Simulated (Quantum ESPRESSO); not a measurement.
Crystal: Ru.

```xyz
2
Lattice="2.7058 0.0000 0.0000 -1.3529 2.3433 0.0000 0.0000 0.0000 4.2819" Properties=species:S:1:pos:R:3 pbc="T T T"
Ru    1.3529    0.7811    3.2114
Ru    0.0000    1.5622    1.0705
```

Base run:

| Property | Result |
| --- | --- |
| Program | Quantum ESPRESSO 7.5 |
| Functional | PBE |
| Potentials or basis | PseudoDojo 0.4 FR PBE standard |
| Cutoff | 1143 eV |
| Density cutoff | 4572 eV |
| k mesh | 11 × 11 × 6 |
| Occupations | fermi-dirac, width 0.05 eV |
| Spin | spin-orbit coupling, no magnetisation |

Its results: band gap on the k mesh none (metal or under the smearing width); pressure 5.7 GPa.

Question: The run is repeated on the same cell with these changes: k mesh from 11 × 11 × 6 to 4 × 4 × 2. What comes out?

Answer: Band gap on the k mesh none (metal or under the smearing width); pressure 2.0 GPa.

Caveats: some runs use coarse meshes.

Not every run made on this cell is shown here.
